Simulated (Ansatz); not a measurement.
## HfO$_{2}$: zone-centre modes at 2 GPa

Theory: DFT PBE, scalar-relativistic, plane waves, PAW in Ansatz. Settings: 420 eV plane-wave cutoff, Γ-centred 8×8×8 mesh, fixed occupations. No spin polarisation. Phonons by linear response, acoustic sum rule imposed.

The cell, relaxed at 2 GPa:
```xyz
3
Lattice="0.0000 2.5420 2.5420 2.5420 0.0000 2.5420 2.5420 2.5420 0.0000" Properties=species:S:1:pos:R:3 pbc="T T T"
Hf    0.0000    0.0000    0.0000
O     1.2710    1.2710    1.2710
O     3.8130    3.8130    3.8130
```

Spin–orbit coupling is left out, which matters for heavy elements.

Optical modes at Γ (transverse, no macroscopic field); i marks an imaginary frequency:
| frequency (cm⁻¹) | degeneracy | IR intensity of the level ((D/Å)²/amu) |
| --- | --- | --- |
| 224 | 3 | 78.44 |
| 570 | 3 | 0.00 |

All 6 optical modes at Γ are real: no displacement of atoms at fixed cell lowers the energy to second order. Strains and modes at other wave vectors aren't tested by this run.

```
Electronic dielectric constant ε∞ (principal values) : 5.30
Static dielectric constant ε0 (principal values)     : 39.0
Refractive index √ε∞, mean                           : 2.30
Kohn–Sham gap on the mesh                            : 3.77 eV
Cost                                                 : 22 s on 1 thread of Intel(R) Xeon(R) 6975P-C (Granite Rapids) (shared host), peak memory 0.65 GiB
```

Born effective charges (e):
| atom | Z*xx | Z*yy | Z*zz | mean |
| --- | --- | --- | --- | --- |
| Hf (atom 1) | 5.55 | 5.55 | 5.55 | 5.55 |
| O (atom 2) | -2.77 | -2.77 | -2.77 | -2.77 |

This fluorite-type form isn't the usual stable structure of the compound at low pressure.